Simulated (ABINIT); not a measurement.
TiO:

```
CELL_PARAMETERS angstrom
3.03100 0.00000 0.00000
-1.51550 2.62492 0.00000
0.00000 0.00000 3.23770
ATOMIC_POSITIONS crystal
Ti 0.66667 0.33333 0.00000
O 0.00000 0.00000 0.50000
```

* Program: ABINIT 10.8.3 (patched build)
* Task: relaxation of cell and atoms
* Functional: LDA
* Potentials or basis: PseudoDojo NC SR LDA v0.4.1 standard
* Cutoff: 1143 eV
* k mesh: 8 × 8 × 6
* Occupations: fermi-dirac, width 0.05 eV
* Spin: no spin polarisation

At the start: pressure -45.3 GPa; volume 12.88 Å³/atom.

**Question.** How do energy, volume and symmetry change on relaxing?

**Answer.** Over 10 steps the energy falls by 771.0 meV/atom and the volume is 9.13 Å³/atom (-29.1 %); space group P-6m2 (No. 187, to 0.05 Å).

Step by step:
```tsv
step	energy change (eV)	largest force (eV/Å)	pressure (GPa)	volume (Å³)
1	0.0000	0.0000	-45.25	25.76
2	-0.9378	0.0000	-36.73	22.35
3	-0.9897	0.0000	70.09	15.42
4	-1.5034	0.0000	-12.20	19.14
5	-1.5400	0.0000	-2.75	18.44
6	-1.5419	0.0000	0.30	18.24
7	-1.5419	0.0000	0.09	18.25
8	-1.5419	0.0000	-0.03	18.26
9	-1.5419	0.0000	-0.01	18.26
10	-1.5419	0.0000	0.00	18.26
```

Final structure:
```xyz
2
Lattice="2.7634 0.0000 0.0000 -1.3817 2.3932 0.0000 0.0000 0.0000 2.7611" Properties=species:S:1:pos:R:3 pbc="T T T"
Ti    1.3817    0.7977    0.0000
O     0.0000    0.0000    1.3806
```

Caveat: the volume moved by over 15 % at a fixed basis, so the end points are rough; the volume moved by -29 % from the deposited cell, more than functionals usually miss.
